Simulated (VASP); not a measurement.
# Mg (P6_3/mmc) in VASP: settings compared

The runs below take Mg through single point, relaxation of cell and atoms, with PBE, HSEsol.

All numbers are computed with VASP 6.6.1; they aren't measurements. Logs are shortened: lines on timing, memory, paths and dates and some standing lists are left out, and cuts for length are marked.

### Step 1. Starting point

Symmetry: P6_3/mmc, No. 194, hexagonal system. Conventional cell: a = 3.209 Å, b = 3.209 Å, c = 5.210 Å, α = 90.00°, β = 90.00°, γ = 120.00°. Around Mg (site symmetry -6m2) lie 12 Mg at 3.20 to 3.21 Å.

### Step 2. Single point, PBE

File INCAR:

```
SYSTEM = Mg
PREC     = Accurate       ! precision mode
ENCUT    = 520            ! plane-wave cutoff, eV
EDIFF    = 1E-7           ! SCF threshold, eV
ISMEAR   = 0              ! smearing method
SIGMA    = 0.019000000000000003 ! smearing width, eV
LREAL    = .False.        ! projectors in reciprocal space
LASPH    = .True.         ! aspherical terms in the spheres
NELM     = 100            ! most SCF steps
ALGO     = Normal         ! electronic algorithm
ISIF     = 2              ! what is computed and relaxed
LWAVE    = .False.        ! write WAVECAR
LCHARG   = .False.        ! write CHGCAR
GGA      = PE             ! functional
NBANDS   = 9              ! bands
```

File KPOINTS:

```
regular mesh
0
Gamma
  10 10 5
  0 0 0
```

File POSCAR:

```
Mg
1.0
    3.2093000000      0.0000000000      0.0000000000
   -1.6046500000      2.7793353284      0.0000000000
    0.0000000000      0.0000000000      5.2103000000
Mg
2
Direct
    0.6666666667      0.3333333333      0.7500000000
    0.3333333333      0.6666666667      0.2500000000
```

Potentials or basis: VASP PAW PBE potentials, release 64 (Mg).

Run with:

```bash
$ cat potpaw_PBE.64/Mg/POTCAR > POTCAR
$ mpirun -np 1 vasp_std > vasp.out
```

OUTCAR:

```text
SYSTEM = Mg
   PREC = Accurate
   ENCUT = 520
   EDIFF = 1E-7
   ISMEAR = 0
   LREAL = .False.
   LASPH = .True.
   NELM = 100
   ISIF = 2
   GGA = PE

 ion  position               nearest neighbor table
   1  0.667  0.333  0.750-   2 3.20   2 3.20   2 3.20   2 3.20   2 3.20   2 3.20
   2  0.333  0.667  0.250-   1 3.20   1 3.20   1 3.20   1 3.20   1 3.20   1 3.20

  LATTYP: Found a hexagonal cell.
 ALAT       =     3.2093000000
 C/A-ratio  =     1.6235004518

  Lattice vectors:

 A1 = (   3.2093000000,   0.0000000000,   0.0000000000)
 A2 = (  -1.6046500000,   2.7793353284,   0.0000000000)
 A3 = (   0.0000000000,   0.0000000000,   5.2103000000)

Analysis of symmetry for initial positions (statically):
=====================================================================
 Subroutine PRICEL returns:
 Original cell was already a primitive cell.

 Routine SETGRP: Setting up the symmetry group for a
 hexagonal supercell.

 Subroutine GETGRP returns: Found 24 space group operations
 (whereof 12 operations were pure point group operations)
 out of a pool of 24 trial point group operations.

The static configuration has the point symmetry D_3d.
 The point group associated with its full space group is D_6h.

Analysis of symmetry for dynamics (positions and initial velocities):
=====================================================================
 Subroutine PRICEL returns:
 Original cell was already a primitive cell.

 Routine SETGRP: Setting up the symmetry group for a
 hexagonal supercell.

 Subroutine GETGRP returns: Found 24 space group operations
 (whereof 12 operations were pure point group operations)
 out of a pool of 24 trial point group operations.

The dynamic configuration has the point symmetry D_3d.
 The point group associated with its full space group is D_6h.

 Subroutine INISYM returns: Found 24 space group operations
 (whereof 12 operations are pure point group operations),
 and found     1 'primitive' translations

----------------------------------------------------------------------------------------

                                     Primitive cell

  volume of cell :      46.4744

  direct lattice vectors                    reciprocal lattice vectors
     3.209300000  0.000000000  0.000000000     0.311594429  0.179899127  0.000000000
    -1.604650000  2.779335328  0.000000000     0.000000000  0.359798255  0.000000000
     0.000000000  0.000000000  5.210300000     0.000000000  0.000000000  0.191927528

  length of vectors
[... 84 lines left out ...]
   EDIFFG = 0.1E-05   stopping-criterion for IOM
   NSW    =      0    number of steps for IOM
   IBRION =     -1    ionic relax: 0-MD 1-quasi-New 2-CG
   NFREE  =      0    steps in history (QN), initial steepest desc. (CG)
   ISIF   =      2    stress and relaxation
   ISYM   =      2    0-nonsym 1-usesym 2-fastsym
   POTIM  = 0.5000    time-step for ionic-motion
   TEBEG  =    0.0;   TEEND  =   0.0 temperature during run
   PSTRESS=    0.0 pullay stress
   NELECT =       4.0000    total number of electrons
   NUPDOWN=      -1.0000    fix difference up-down
   EMIN   =  10.00;   EMAX   =-10.00  energy-range for DOS
   EFERMI =   0.00;   METHOD = LEGACY
   ISMEAR =     0;   SIGMA  =   0.02  broadening in eV -4-tet -1-fermi 0-gaus
   EFERMI_NEDOS =   21; number of points for ismear=-14 and -15
   IALGO  =     38    algorithm
   IMIX   =      4    mixing-type and parameters
     AMIX     =   0.40;   BMIX     =  1.00
     AMIX_MAG =   1.60;   BMIX_MAG =  1.00
  volume/ion in A,a.u.               =      23.24       156.81
  Fermi-wavevector in a.u.,A,eV,Ry     =   0.722809  1.365911  7.108401  0.522453
  Thomas-Fermi vector in A             =   1.812866
   LORBIT       =      0    0 simple, 1 ext, 2 COOP (PROOUT), +10 PAW based schemes
   GGA     = PE    functional components
   LHFCALC =     F    Hartree Fock is set to
   AEXX    =    0.0000 exact exchange contribution
   IVDW    =     0    specifies the selected vdW correction
   LEPSILON=     F    determine dielectric tensor
   LRPA    =     F    only Hartree local field effects (RPA)
 non-spin polarized calculation
 Gauss-broadening in eV      SIGMA  =   0.02
  energy-cutoff  :      520.00
  volume of cell :       46.47
 maximum number of plane-waves:      1277
 NGX is ok and might be reduce to    24
   NGX = 11   NGY = 11   NGZ = 19

 number of electron       4.0000000 magnetization

 Free energy of the ion-electron system (eV)
  ---------------------------------------------------
  ext. energy  EPLUGINS =         0.00000000
  ---------------------------------------------------
  free energy    TOTEN  =        -2.99916752 eV

  energy without entropy =       -2.99859986  energy(sigma->0) =       -2.99888369

 E-fermi :   2.5612     XC(G=0):  -8.4539

 val. band max:        2.5505029042   @ k =   0.4000   0.1000   0.4000
 cond. band min:       2.6092369291   @ k =   0.2000   0.1000   0.0000
 fundamental gap:      0.0587340249
 Fermi energy:         2.5611735547

 k-point     1 :       0.0000    0.0000    0.0000
  band No.  band energies     occupation
      1      -4.3093      2.00000
      2       0.9089      2.00000
      3       1.3256      2.00000
      4      13.4381      0.00000
      5      13.4381      0.00000
      6      13.5279      0.00000
      7      13.5279      0.00000
      8      14.3315      0.00000
      9      15.8832      0.00000
[... 265 lines left out ...]
 k-point    24 :       0.4000    0.1000    0.2000
  band No.  band energies     occupation
      1      -0.0818      2.00000
      2       1.7185      2.00000
      3       3.1685      0.00000
      4       4.9000      0.00000
      5       6.8409      0.00000
      6       7.8182      0.00000
      7       9.3083      0.00000
      8      10.5781      0.00000
      9      13.0329      0.00000

 [... further k-points ...]
[... 5 lines left out ...]
  --------------------------------------------------------------------------------------
  -------------------------------------------------------------------------------------
  Total       -0.2362911     -0.2362911     -0.0262731      0.0000000      0.0000000      0.0000000
  in kB       -8.1459900     -8.1459900     -0.9057482      0.0000000      0.0000000      0.0000000
  external PRESSURE =      -5.7325761 kB  Pullay stress =       0.0000000 kB

 VOLUME and BASIS-vectors are now :
 -----------------------------------------------------------------------------
  energy-cutoff  :      520.00
  volume of cell :       46.47
      direct lattice vectors                 reciprocal lattice vectors
     3.209300000  0.000000000  0.000000000     0.311594429  0.179899127  0.000000000
    -1.604650000  2.779335328  0.000000000     0.000000000  0.359798255  0.000000000
     0.000000000  0.000000000  5.210300000     0.000000000  0.000000000  0.191927528

 POSITION                                       TOTAL-FORCE (eV/Angst)
 -----------------------------------------------------------------------------------
      1.60465      0.92645      3.90773         0.000000     -0.000000      0.000000
     -0.00000      1.85289      1.30258        -0.000000      0.000000      0.000000
 -----------------------------------------------------------------------------------
    total drift:                                0.000000     -0.000000      0.000000

  FREE ENERGIE OF THE ION-ELECTRON SYSTEM (eV)
  ---------------------------------------------------
  free  energy   TOTEN  =        -2.9991675215 eV

  energy  without entropy=       -2.9985998611  energy(sigma->0) =       -2.99888369
```

It took 5.8 s on 1 thread of Intel Xeon 6975P-C (Granite Rapids), shared host; peak memory 0.15 GiB.

What came out:

```
Free energy            : -2.9992 eV
Pressure               : -0.6 GPa
Band gap on the k mesh : none (metal or under the smearing width)
```

### Step 3. Relaxation of cell and atoms, HSEsol

POSCAR is that of step 2.

File INCAR.step1:

```
ALGO = Normal
EDIFF = 1E-5
ENCUT = 600
GGA = PE
ISMEAR = -1
LASPH = T
LCHARG = F
LREAL = F
LWAVE = T
NELM = 80
PREC = Accurate
SIGMA = 0.05
```

File INCAR.step2:

```
ALGO = Normal
EDIFF = 1E-6
EDIFFG = -0.02
ENCUT = 600
GGA = PS
HFSCREEN = 0.2
IBRION = 2
ISIF = 3
ISMEAR = -1
ISTART = 1
LASPH = T
LCHARG = F
LHFCALC = T
LREAL = F
LWAVE = F
NELM = 80
NSW = 40
PREC = Accurate
PRECFOCK = Normal
SIGMA = 0.05
```

File KPOINTS:

```
k-points
0
Gamma
  5 5 3
```

Potentials or basis: VASP PAW PBE potentials, release 64 (Mg).

Run with:

```bash
$ cat potpaw_PBE.64/Mg/POTCAR > POTCAR
$ cp INCAR.step1 INCAR
$ mpirun -np 1 vasp_std > vasp.out
$ cp INCAR.step2 INCAR
$ mpirun -np 1 vasp_std > vasp.out
```

OUTCAR:

```text
EDIFF = 1E-6
   EDIFFG = -0.02
   ENCUT = 600
   GGA = PS
   HFSCREEN = 0.2
   IBRION = 2
   ISIF = 3
   ISMEAR = -1
   ISTART = 1
   LASPH = T
   LHFCALC = T
   LREAL = F
   NELM = 80
   NSW = 40
   PREC = Accurate
   PRECFOCK = Normal

 ion  position               nearest neighbor table
   1  0.667  0.333  0.750-   2 3.20   2 3.20   2 3.20   2 3.20   2 3.20   2 3.20
   2  0.333  0.667  0.250-   1 3.20   1 3.20   1 3.20   1 3.20   1 3.20   1 3.20

  LATTYP: Found a hexagonal cell.
 ALAT       =     3.2093000000
 C/A-ratio  =     1.6235004518

  Lattice vectors:

 A1 = (   3.2093000000,   0.0000000000,   0.0000000000)
 A2 = (  -1.6046500000,   2.7793353284,   0.0000000000)
 A3 = (   0.0000000000,   0.0000000000,   5.2103000000)

Analysis of symmetry for initial positions (statically):
=====================================================================
 Subroutine PRICEL returns:
 Original cell was already a primitive cell.

 Routine SETGRP: Setting up the symmetry group for a
 hexagonal supercell.

 Subroutine GETGRP returns: Found 24 space group operations
 (whereof 12 operations were pure point group operations)
 out of a pool of 24 trial point group operations.

The static configuration has the point symmetry D_3d.
 The point group associated with its full space group is D_6h.

Analysis of symmetry for dynamics (positions and initial velocities):
=====================================================================
 Subroutine PRICEL returns:
 Original cell was already a primitive cell.

 Routine SETGRP: Setting up the symmetry group for a
 hexagonal supercell.

 Subroutine GETGRP returns: Found 24 space group operations
 (whereof 12 operations were pure point group operations)
 out of a pool of 24 trial point group operations.

The dynamic configuration has the point symmetry D_3d.
 The point group associated with its full space group is D_6h.

 Subroutine INISYM returns: Found 24 space group operations
 (whereof 12 operations are pure point group operations),
 and found     1 'primitive' translations

----------------------------------------------------------------------------------------

                                     Primitive cell

  volume of cell :      46.4744

  direct lattice vectors                    reciprocal lattice vectors
     3.209300000  0.000000000  0.000000000     0.311594429  0.179899127  0.000000000
    -1.604650000  2.779335328  0.000000000     0.000000000  0.359798255  0.000000000
     0.000000000  0.000000000  5.210300000     0.000000000  0.000000000  0.191927528

  length of vectors
     3.209300000  3.209300000  5.210300000     0.359798255  0.359798255  0.191927528

  position of ions in fractional coordinates (direct lattice)
     0.666666667  0.333333333  0.750000000
     0.333333333  0.666666667  0.250000000

  ion indices of the primitive-cell ions
   primitive index   ion index
                 1           1
                 2           2

----------------------------------------------------------------------------------------

 KPOINTS: k-points

Automatic generation of k-mesh.
 Grid dimensions read from file:
 generate k-points for:    5    5    3

 Generating k-lattice:

  Cartesian coordinates                     Fractional coordinates (reciprocal lattice)
     0.062318886  0.035979825  0.000000000     0.200000000 -0.000000000  0.000000000
     0.000000000  0.071959651  0.000000000     0.000000000  0.200000000  0.000000000
     0.000000000  0.000000000  0.063975843     0.000000000  0.000000000  0.333333333

  Length of vectors
     0.071959651  0.071959651  0.063975843

  Shift w.r.t. Gamma in fractional coordinates (k-lattice)
     0.000000000  0.000000000  0.000000000

 Subroutine IBZKPT returns following result:
 ===========================================

 Found     10 irreducible k-points:

 Following reciprocal coordinates:
            Coordinates               Weight
  0.000000  0.000000  0.000000      1.000000
  0.200000  0.000000  0.000000      6.000000
  0.400000  0.000000  0.000000      6.000000
  0.200000  0.200000  0.000000      6.000000
  0.400000  0.200000  0.000000      6.000000
  0.000000  0.000000  0.333333      2.000000
  0.200000  0.000000  0.333333     12.000000
  0.400000  0.000000  0.333333     12.000000
  0.200000  0.200000  0.333333     12.000000
  0.400000  0.200000  0.333333     12.000000
   k-points           NKPTS =     10   k-points in BZ     NKDIM =     75   number of bands    NBANDS=      6
   number of dos      NEDOS =    301   number of ions     NIONS =      2
   total plane-waves  NPLWV =  32928
   dimension x,y,z NGX =    28 NGY =   28 NGZ =   42
   dimension x,y,z NGXF=    56 NGYF=   56 NGZF=   84
   ions per type =               2
   NGX,Y,Z   is equivalent  to a cutoff of  14.50, 14.50, 13.40 a.u.
   NGXF,Y,Z  is equivalent  to a cutoff of  29.01, 29.01, 26.80 a.u.
 SYSTEM =  unknown system
   PREC   = accura    normal or accurate (medium, high low for compatibility)
   ISTART =      1    job   : 0-new  1-cont  2-samecut
   ICHARG =      0    charge: 1-file 2-atom 10-const
   ISPIN  =      1    spin polarized calculation?
   LNONCOLLINEAR =      F non collinear calculations
   LSORBIT =      F    spin-orbit coupling
   LASPH  =      T    aspherical Exc in radial PAW
   ENCUT  =  600.0 eV  44.10 Ry    6.64 a.u.   6.41  6.41 10.41*2*pi/ulx,y,z
   NELM   =     80;   NELMIN=  2; NELMDL=  0     # of ELM steps
   EDIFF  = 0.1E-05   stopping-criterion for ELM
   LREAL  =      F    real-space projection
   EDIFFG = -.2E-01   stopping-criterion for IOM
   NSW    =     40    number of steps for IOM
   IBRION =      2    ionic relax: 0-MD 1-quasi-New 2-CG
   NFREE  =      1    steps in history (QN), initial steepest desc. (CG)
   ISIF   =      3    stress and relaxation
   ISYM   =      3    0-nonsym 1-usesym 2-fastsym
   POTIM  = 0.5000    time-step for ionic-motion
   TEBEG  =    0.0;   TEEND  =   0.0 temperature during run
   PSTRESS=    0.0 pullay stress
   NELECT =       4.0000    total number of electrons
   NUPDOWN=      -1.0000    fix difference up-down
   EMIN   =  10.00;   EMAX   =-10.00  energy-range for DOS
   EFERMI =   0.00;   METHOD = LEGACY
   ISMEAR =    -1;   SIGMA  =   0.05  broadening in eV -4-tet -1-fermi 0-gaus
   EFERMI_NEDOS =   21; number of points for ismear=-14 and -15
   IALGO  =     38    algorithm
   IMIX   =      1    mixing-type and parameters
     AMIX     =   0.40;   BMIX     =  1.00
     AMIX_MAG =   1.60;   BMIX_MAG =  1.00
  volume/ion in A,a.u.               =      23.24       156.81
  Fermi-wavevector in a.u.,A,eV,Ry     =   0.722809  1.365911  7.108401  0.522453
  Thomas-Fermi vector in A             =   1.812866
   LORBIT       =      0    0 simple, 1 ext, 2 COOP (PROOUT), +10 PAW based schemes
   GGA     = PS    functional components
   LHFCALC =     T    Hartree Fock is set to
   PRECFOCK=normal    Normal, Fast or Accurate (Low or Medium for compatibility)
   ENCUT4O =  -1.0   cutoff for four orbital integrals eV
   NKREDX  =     1    reduce k-point grid by
   NKREDY  =     1    reduce k-point grid by
   NKREDZ  =     1    reduce k-point grid by
   AEXX    =    0.2500 exact exchange contribution
   HFSCREEN=    0.2000 screening length (either q_TF or 0.3 A-1)
   HFSCREENC=   0.2000 screening length for correlation (either q_TF or 0.3 A-1)
   ENCUTFOCK=  -1.0 apply spherical cutoff to Coloumb kernel
   IVDW    =     0    specifies the selected vdW correction
   LEPSILON=     F    determine dielectric tensor
   LRPA    =     F    only Hartree local field effects (RPA)
 conjugate gradient relaxation of ions
 non-spin polarized calculation
  energy-cutoff  :      600.00
  volume of cell :       46.47
 maximum number of plane-waves:      1563
 NGX is ok and might be reduce to    28
  NGX = 20; NGY = 20; NGZ = 32

--------------------------------------- Ionic step        1  -------------------------------------------

 number of electron       4.0000000 magnetization

 Free energy of the ion-electron system (eV)
  ---------------------------------------------------
  ext. energy  EPLUGINS =         0.00000000
  ---------------------------------------------------
  free energy    TOTEN  =        -3.40688903 eV

  energy without entropy =       -3.40327390  energy(sigma->0) =       -3.40508146

------------------------ aborting loop because EDIFF is reached ----------------------------------------

  FORCE on cell =-STRESS in cart. coord.  units (eV):
  Direction    XX          YY          ZZ          XY          YZ          ZX
  --------------------------------------------------------------------------------------
  -------------------------------------------------------------------------------------
  Total       -0.4062919     -0.4062919     -0.1890491      0.0000000     -0.0000000      0.0000000
  in kB      -14.0066645    -14.0066645     -6.5173515      0.0000000     -0.0000000      0.0000000
  external PRESSURE =     -11.5102269 kB  Pullay stress =       0.0000000 kB
[... 59 lines left out ...]
--------------------------------------- Ionic step        3  -------------------------------------------

 number of electron       4.0000000 magnetization

 Free energy of the ion-electron system (eV)
  ---------------------------------------------------
  ext. energy  EPLUGINS =         0.00000000
  ---------------------------------------------------
  free energy    TOTEN  =        -3.41265024 eV

  energy without entropy =       -3.40904199  energy(sigma->0) =       -3.41084612

 E-fermi :   2.5674     XC(G=0):  -7.1561

 val. band max:        2.4869055267   @ k =   0.4000   0.0000   0.0000
 cond. band min:       3.2402152486   @ k =   0.2000   0.2000   0.0000
 fundamental gap:      0.7533097219
 Fermi energy:         2.5673940919

 k-point     1 :       0.0000    0.0000    0.0000
  band No.  band energies     occupation
      1      -5.4438      2.00000
      2       0.6386      2.00000
      3       1.1723      2.00000
      4      14.6179      0.00000
      5      14.6179      0.00000
      6      14.8204      0.00000
[... 108 lines left out ...]
  FREE ENERGIE OF THE ION-ELECTRON SYSTEM (eV)
  ---------------------------------------------------
  free  energy   TOTEN  =        -3.4126502449 eV

  energy  without entropy=       -3.4090419899  energy(sigma->0) =       -3.41084612

 reached required accuracy - stopping structural energy minimisation
```

Wall time 1.7 min (1 thread of Intel Xeon 6975P-C (Granite Rapids), shared host); peak memory 0.28 GiB.

What came out:

* Free energy: -3.4127 eV
* Relaxed volume: 22.52 Å³/atom
* Relaxed cell: a = 3.169 Å, b = 3.169 Å, c = 5.180 Å, α = 90.00°, β = 90.00°, γ = 120.00°
* Space group after relaxing (to 0.05 Å): P6_3/mmc (No. 194)
* Energy gained by relaxing: 2.9 meV/atom
* Ionic steps: 3
* Pressure after relaxing: 0.0 GPa
* Band gap on the k mesh: none (metal or under the smearing width)

Step by step:
```
step  energy change (eV)  largest force (eV/Å)  pressure (GPa)  volume (Å³)
   1              0.0000                0.0000           -1.15        46.47
   2             -0.0055                0.0000           -0.27        45.36
   3             -0.0058                0.0000            0.00        45.04
```

Final structure:
```xyz
2
Lattice="3.1687 0.0000 0.0000 -1.5843 2.7442 0.0000 0.0000 0.0000 5.1796" Properties=species:S:1:pos:R:3 pbc="T T T"
Mg    1.5844    0.9147    3.8847
Mg    0.0000    1.8294    1.2949
```

Levels at points of the mesh, in eV from the Fermi level:
| k point | band 1 | band 2 | band 3 | band 4 | band 5 | band 6 |
| --- | --- | --- | --- | --- | --- | --- |
| (0.00, 0.00, 0.00) | -8.01 | -1.93 | -1.40 | 12.05 | 12.05 | 12.25 |

Caveat: the k mesh is coarse (spacing up to 0.45 Å⁻¹), so the values aren't converged, least of all with exact exchange; the PAW data sets were made with another functional, which shifts forces and pressure a little.
